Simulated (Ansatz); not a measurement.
## HfC: pressure and energy less free atoms against volume per atom

Periodic Kohn-Sham DFT of a crystal at fixed atoms; pressure and stress are positive in compression; the energy is the free energy less that of spherical unpolarised free atoms; site moments are those in the method's own spheres, positive along +z. The results are calculated, by Ansatz 0.2.0.

Cell of the first row (space group F-43m, No. 216):
```
CELL_PARAMETERS angstrom
0.00000 2.47100 2.47100
2.47100 0.00000 2.47100
2.47100 2.47100 0.00000
ATOMIC_POSITIONS crystal
Hf 0.00000 0.00000 0.00000
C 0.25000 0.25000 0.25000
```

Settings of every row: method all-electron LAPW; functional PBE; relativity scalar; k mesh 11x11x11; filling fermi-dirac; smearing width 0.08 eV; basis error target 1 meV/atom; nucleus gaussian.

Atom start moment: 0 on all atoms.

Limits: no spin-orbit coupling on heavy atoms; the cell comes from a prototype or a list of computed structures and needn't be the stable phase.

Limits of some rows: small gap, it may come from the mesh (row 3).

```csv
row,volume per atom (Å³),pressure (GPa),energy less free atoms (eV/atom)
1,15.087,10.708,-8.53
2,15.56,5.046,-8.5531
3,16.042,?,?
4,16.523,-4.336,-8.5539
5,17.004,-8.128,-8.5351
```

Question: what pressure and energy less free atoms should row 3 give?

Worked fit of pressure. Take u = (V_r/V)^(2/3) − 1 with V_r = 16.041 Å³ an atom, which is twice the finite (Eulerian) strain; such expansions in the strain, on which the Birch-Murnaghan equation of state is built, carry the rest volume and the bulk modulus. The shown rows have u = 0.04172, 0.0205, -0.01954, -0.03812. Least squares give pressure = 0.0324 + 233.991 × u + 523.87 × u² GPa; a straight line predicts inner rows, each left out in turn, worse (root mean square 0.48 against 0.009 GPa). The rows lie off it by 0.002, -0.003, 0.004, -0.002. The pressure vanishes at u = -0.0001, or V = 16.04 Å³ an atom, and there the bulk modulus at fixed shape and fractions is B = −V dP/dV = (2/3)(1 + u) dP/du = 156 GPa. The withheld row has u = -4e-05, so the fit gives 0.0324 + 233.991 × (-4e-05) + 523.87 × (-4e-05)² = 0.023 GPa.

The calculation gave 0.028 GPa. The fit lies 0.005 GPa (18 % of the value, 0.027 % of the column's range) below it; its largest miss of a shown row is 0.004 GPa.

Worked fit of energy less free atoms. Take u = (V_r/V)^(2/3) − 1 with V_r = 16.041 Å³ an atom, which is twice the finite (Eulerian) strain; such expansions in the strain, on which the Birch-Murnaghan equation of state is built, carry the rest volume and the bulk modulus. The shown rows have u = 0.04172, 0.0205, -0.01954, -0.03812. Least squares give energy less free atoms = −8.56052 + 0.0013 × u + 17.515 × u² eV/atom; a straight line predicts inner rows, each left out in turn, worse (root mean square 0.016 against 9.4e-05 eV/atom). All shown rows lie on it to the printed digit. Its lowest point lies at u = -0.0000, or V = 16.04 Å³ an atom, and the curvature there gives the bulk modulus at fixed shape and fractions, B = (4/9)(1 + u)² E″(u)/V = 155 GPa. The withheld row has u = -4e-05, so the fit gives −8.56052 + 0.0013 × (-4e-05) + 17.515 × (-4e-05)² = -8.5605 eV/atom.

The calculation gave -8.5605 eV/atom. The fit meets it to the printed digit.
